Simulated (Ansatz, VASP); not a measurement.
# One calculation of Te, two programs

```
CELL_PARAMETERS angstrom
4.23410 -2.37120 0.00000
4.23410 2.37120 0.00000
-0.13045 0.00000 3.95735
ATOMIC_POSITIONS crystal
Te 0.67600 0.67600 0.67500
Te 0.32400 0.32400 0.32500
Te 0.00000 0.00000 0.00000
```

Alike in both runs: task electric field gradients; functional PBE; k mesh 10 × 10 × 10; occupations fermi-dirac, width 0.08 eV; no spin polarisation.

|  | VASP | Ansatz |
| --- | --- | --- |
| version | VASP 6.6.1 | Ansatz 0.2.0 |
| potentials or method | VASP PAW PBE potentials, release 64 (Te), cutoff 520 eV | all-electron PAW with datasets made for the crystal, scalar-relativistic |

Ansatz gave:

```
pressure (GPa)                                                 : 9.4
largest component of the traceless stress (GPa)                : 1.02
rms of the force components (eV/Å)                             : 0.221
Vzz of the field gradient on the site that differs most (V/Å²) : -319.4
```

Problem. What did VASP give for the same quantities?

Solution. Pressure (GPa): 9.3; largest component of the traceless stress (GPa): 1.02; rms of the force components (eV/Å): 0.223; Vzz of the field gradient on the site that differs most (V/Å²): -307.9.

Atom by atom the forces differ by 0.002 eV/Å (rms over components). Ansatz ran all-electron here, so the differences hold the error of VASP's frozen core and of both bases. Ansatz warned: «gradients_without_spin_orbit».

The runs have no spin-orbit coupling, so splittings on Te are missing.
